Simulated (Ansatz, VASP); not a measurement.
CoSi2: VASP beside Ansatz

```xyz
3
Lattice="0.0000 2.6780 2.6780 2.6780 0.0000 2.6780 2.6780 2.6780 0.0000" Properties=species:S:1:pos:R:3 pbc="T T T"
Co    0.0000    0.0000    0.0000
Si    1.3390    1.3390    1.3390
Si    4.0170    4.0170    4.0170
```

Change from the starting cell: parallel moments scaled by 0.1, free total moment.

Alike in both runs: task single point; functional PBE; k mesh 10 × 10 × 10; occupations fermi-dirac, width 0.1 eV; collinear spin.

|  | VASP | Ansatz |
| --- | --- | --- |
| version | VASP 6.6.1 | Ansatz 0.2.0 |
| potentials or method | VASP PAW PBE potentials, release 64 (Co, Si) | PAW, plane waves, scalar-relativistic |
| plane-wave cutoff (eV) | 520 | 420 |
| valence electrons in the cell | 17 | 25 |

Ansatz gave:

```
pressure (GPa)           : 0.5
net moment per atom (μB) : 0.00
```

**Question.** What did VASP give for the same quantities?

**Answer.** Pressure (GPa): 0.2; net moment per atom (μB): 0.00.

The two sets of potentials don't hold the same shells in valence. Ansatz warned: «seeded_moment_not_kept».
